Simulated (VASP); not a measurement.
A run of VASP 6.6.1 is set up as follows.

The input INCAR:

```
PREC = Accurate ; ENCUT = 520
EDIFF = 1E-7 ; ISMEAR = 0
SIGMA = 0.1 ; LREAL = False
LASPH = True ; NELM = 60
ALGO = Fast ; ISIF = 3
LWAVE = False ; LCHARG = False
GGA = PS ; IBRION = 2
NSW = 80 ; EDIFFG = -0.002
```

KPOINTS

```
Automatic mesh
0
Gamma
  18 18 18
```

File POSCAR:

```
W
1.0
   -1.5823450000      1.5823450000      1.5823450000
    1.5823450000     -1.5823450000      1.5823450000
    1.5823450000      1.5823450000     -1.5823450000
W
1
Direct
    0.0000000000      0.0000000000      0.0000000000
```

Potentials or basis: VASP PAW PBE potentials, release 64 (W_sv).

Command:

```console
$ cat potpaw_PBE.64/W_sv/POTCAR > POTCAR
$ mpirun -np 1 vasp_std > vasp.out
```

(1) What does it give for the relaxed volume?

(2) What does it give for the space group after relaxing (to 0.05 Å)?

(3) What does it give for the band gap on the k mesh?

Results:

(1) 15.72 Å³/atom.

(2) Im-3m (No. 229).

(3) none (metal or under the smearing width).

Caveat: the PAW data sets were made with another functional, which shifts forces and pressure a little.
